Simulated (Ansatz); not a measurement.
# BN: the cost of one run

Computed with Ansatz 0.2.0 (DFT PBE+D3(BJ), scalar-relativistic, plane waves, PAW, unless a step's input says otherwise).

2 further runs of the same task are left out: 2 set aside as unsound or not needed.

## 1. The structure to begin with

It takes space group R3m (No. 160, trigonal). Conventional cell: a = 2.506 Å, b = 2.506 Å, c = 9.882 Å, α = 90.00°, β = 90.00°, γ = 120.00°. B (site symmetry 3m) is surrounded by 3 N at 1.45 Å. N (site symmetry 3m) has 3 B at 1.45 Å as nearest neighbours.

Structure file:

```xyz
2
Lattice="1.2531 0.7235 3.2939 -1.2531 0.7235 3.2939 0.0000 -1.4469 3.2939" Properties=species:S:1:pos:R:3 pbc="T T T"
B     0.0000    0.0000    9.8788
N     0.0000    0.0000    3.2880
```

It goes back to an entry of the Materials Project, which need not be the stable form.

It is the result of an earlier relaxation at this level (volume 8.96 Å³/atom; gap on the mesh: 4.24 eV).

## 2. Relaxing at 30 GPa

What is minimised here is the enthalpy; the energy can go up as the cell is squeezed.

Contents of input.yaml:

```yaml
crystal:
  lattice:
    - [1.2530563198, 0.7234524035, 3.2939237303]
    - [-1.2530563198, 0.7234524035, 3.2939237303]
    - [0.0, -1.4469048071, 3.2939237303]
  atoms:
    - { symbol: B, position: [0.9996973422, 0.9996973422, 0.9996973422] }
    - { symbol: "N", position: [0.3327356578, 0.3327356578, 0.3327356578] }
basis:
  ecutwfc: 420
kpoints:
  mp_grid: { grid: [12, 12, 12] }
hamiltonian:
  xc: pbe
  dispersion: d3bj
scf:
  occupations: { method: fixed }
output:
  forces: true
  stress: true
  eigenvalues: true
relax:
  adjacent_minimum: "off"
  f_tol: 0.001
  max_steps: 60
  cell: { stress_tol: 0.02, p_target: 30.0 }
```

The run is started by

```bash
$ ansatz run input.yaml --threads 1 --pin off --max-ram 3072MiB --backend cpu --events-out ev --progress --plain --runs-dir out
```

What time and memory should one allow on 1 thread of Intel Xeon Platinum 8259CL at 2.50GHz (Skylake/Cascade Lake), shared host?

About 81 s, with a peak of 0.39 GiB.
